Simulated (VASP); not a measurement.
Crystal: Li2Se.

```
Se Li
1.0
     0.00000    3.00250    3.00250
     3.00250    0.00000    3.00250
     3.00250    3.00250    0.00000
Se Li
1 2
Direct
  0.00000 0.00000 0.00000
  0.75000 0.75000 0.75000
  0.25000 0.25000 0.25000
```

Base run:

```yaml
Program: VASP 6.6.1
Functional: PBE
Potentials_or_basis: VASP PAW PBE potentials, release 64 (Se, Li_sv)
Cutoff: 520 eV
k_mesh: 8 × 8 × 8
Occupations: gaussian, width 0.011 eV
Spin: no spin polarisation
```

Its results: band gap on the k mesh 2.97 eV, indirect (least direct gap 3.39 eV).

Problem. The run is repeated on the same cell with these changes: functional from PBE to PBEsol; occupations from gaussian, width 0.011 eV to fermi-dirac, width 0.05 eV. What comes out?

Solution. Band gap on the k mesh 2.83 eV, indirect (least direct gap 3.24 eV).
